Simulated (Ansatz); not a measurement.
AlN built on the rocksalt prototype, relaxed with r2SCAN in Ansatz 0.2.0. The symmetry is Fm-3m (No. 225, cubic); conventional cell a = 4.038 Å, 8.23 Å³ an atom. Around Al lie 6 N at 2.02 Å; around N lie 6 Al at 2.02 Å.

The axes x, y and z are those of this cell:
```yaml
crystal:
  lattice:
    - [0.00000, 2.01887, 2.01887]
    - [2.01887, 0.00000, 2.01887]
    - [2.01887, 2.01887, 0.00000]
  atoms:
    - { symbol: Al, position: [0.00000, 0.00000, 0.00000] }
    - { symbol: N, position: [0.50000, 0.50000, 0.50000] }
```

Unstrained: PBE gives an indirect gap of 4.669 eV, from Γ to X; the least direct gap is 5.726 eV at Γ. The r2SCAN gap is indirect, 5.522 eV (Γ to X), below the direct gap of 6.530 eV at Γ. With HSE06 the valence top lies at Γ and the conduction bottom at X, 6.083 eV higher; the smallest vertical gap, at Γ, is 7.266 eV. Meshes: PBE 10×10×10, r2SCAN 10×10×10, HSE06 8×8×8. Strains are changes of length per length. After each strain the atoms were relaxed again with r2SCAN in this cell and within any symmetry left, so distortions that break it or need a larger cell weren't tested; points keep the names that they have in the unstrained zone. Note: simulated data, non-magnetic, for a generated structure that need not be the stable one.

(1) Apply uniaxial -2.0 % along z, other directions held. How far does the gap move, against the unstrained cell?

(2) Estimate what uniaxial +3.0 % along z, other directions held does to the gap.

(3) Apply uniaxial -4.0 % along z, other directions held. How far does the gap move, against the unstrained cell?

(4) Estimate what uniaxial -1.0 % along z, other directions held does to the gap.

(5) Estimate what uniaxial -3.0 % along z, other directions held does to the gap.

(6) Estimate what uniaxial +1.0 % along z, other directions held does to the gap.

(7) Estimate what uniaxial +2.0 % along z, other directions held does to the gap.

(8) Apply uniaxial +4.0 % along z, other directions held. How far does the gap move, against the unstrained cell?

(9) Order the strained cells by their HSE06 gap, smallest first.
A. uniaxial -3.0 % along z, other directions held
B. uniaxial -1.0 % along z, other directions held
C. uniaxial -2.0 % along z, other directions held
D. uniaxial -4.0 % along z, other directions held
E. uniaxial +3.0 % along z, other directions held
F. uniaxial +4.0 % along z, other directions held
G. uniaxial +2.0 % along z, other directions held
H. uniaxial +1.0 % along z, other directions held

## Answers

(1) PBE: the gap goes from 4.669 to 4.698 eV (+0.029 eV); the X points, equivalent before, split by 190 meV, and the conduction bottom lies at those like (1/2, 1/2, 0); with r2SCAN the top three valence levels at Γ, degenerate before, become 2+1 from the top over 153 meV. r2SCAN: the gap goes from 5.522 to 5.558 eV (+0.036 eV); the X points, equivalent before, split by 192 meV, and the conduction bottom lies at those like (1/2, 1/2, 0). HSE06: the gap goes from 6.083 to 6.115 eV (+0.032 eV); the X points, equivalent before, split by 201 meV, and the conduction bottom lies at those like (1/2, 1/2, 0). The r2SCAN energy rises by 5.2 meV an atom.

(2) PBE: the gap goes from 4.669 to 4.172 eV (-0.497 eV); with r2SCAN the top three valence levels at Γ, degenerate before, become 1+2 from the top over 211 meV. r2SCAN: the gap goes from 5.522 to 5.007 eV (-0.515 eV). HSE06: the gap goes from 6.083 to 5.528 eV (-0.555 eV). The r2SCAN energy rises by 9.6 meV an atom.

(3) PBE: the gap goes from 4.669 to 4.746 eV (+0.077 eV); the X points, equivalent before, split by 382 meV, and the conduction bottom lies at those like (1/2, 1/2, 0); with r2SCAN the top three valence levels at Γ, degenerate before, become 2+1 from the top over 314 meV. r2SCAN: the gap goes from 5.522 to 5.573 eV (+0.051 eV); the X points, equivalent before, split by 420 meV, and the conduction bottom lies at those like (1/2, 1/2, 0). HSE06: the gap goes from 6.083 to 6.083 eV (0.000 eV); the X points, equivalent before, split by 439 meV, and the conduction bottom lies at those like (1/2, 1/2, 0). The r2SCAN energy rises by 22.6 meV an atom.

(4) PBE: the gap goes from 4.669 to 4.681 eV (+0.012 eV); the X points, equivalent before, split by 95 meV, and the conduction bottom lies at those like (1/2, 1/2, 0); with r2SCAN the top three valence levels at Γ, degenerate before, become 2+1 from the top over 75 meV. r2SCAN: the gap goes from 5.522 to 5.538 eV (+0.016 eV); the X points, equivalent before, split by 96 meV, and the conduction bottom lies at those like (1/2, 1/2, 0). HSE06: the gap goes from 6.083 to 6.096 eV (+0.013 eV); the X points, equivalent before, split by 100 meV, and the conduction bottom lies at those like (1/2, 1/2, 0). The r2SCAN energy rises by 1.2 meV an atom.

(5) PBE: the gap goes from 4.669 to 4.719 eV (+0.050 eV); the X points, equivalent before, split by 286 meV, and the conduction bottom lies at those like (1/2, 1/2, 0); with r2SCAN the top three valence levels at Γ, degenerate before, become 2+1 from the top over 233 meV. r2SCAN: the gap goes from 5.522 to 5.583 eV (+0.061 eV); the X points, equivalent before, split by 288 meV, and the conduction bottom lies at those like (1/2, 1/2, 0). HSE06: the gap goes from 6.083 to 6.137 eV (+0.054 eV); the X points, equivalent before, split by 301 meV, and the conduction bottom lies at those like (1/2, 1/2, 0). The r2SCAN energy rises by 12.2 meV an atom.

(6) PBE: the gap goes from 4.669 to 4.496 eV (-0.173 eV); with r2SCAN the top three valence levels at Γ, degenerate before, become 1+2 from the top over 73 meV. r2SCAN: the gap goes from 5.522 to 5.343 eV (-0.179 eV). HSE06: the gap goes from 6.083 to 5.890 eV (-0.193 eV). The r2SCAN energy rises by 1.2 meV an atom.

(7) PBE: the gap goes from 4.669 to 4.330 eV (-0.339 eV); with r2SCAN the top three valence levels at Γ, degenerate before, become 1+2 from the top over 143 meV. r2SCAN: the gap goes from 5.522 to 5.171 eV (-0.351 eV). HSE06: the gap goes from 6.083 to 5.705 eV (-0.378 eV). The r2SCAN energy rises by 4.4 meV an atom.

(8) PBE: the gap goes from 4.669 to 4.021 eV (-0.648 eV); with r2SCAN the top three valence levels at Γ, degenerate before, become 1+2 from the top over 275 meV. r2SCAN: the gap goes from 5.522 to 4.851 eV (-0.671 eV). HSE06: the gap goes from 6.083 to 5.360 eV (-0.723 eV). The r2SCAN energy rises by 16.4 meV an atom.

(9) F (5.36 eV), E (5.53 eV), G (5.71 eV), H (5.89 eV), D (6.08 eV), B (6.10 eV), C (6.11 eV), A (6.14 eV).

The meshes of the hybrids are coarse, so their gaps aren't converged to the digits shown.

The splittings at Γ are without spin-orbit coupling, which regroups them where it is of like size.
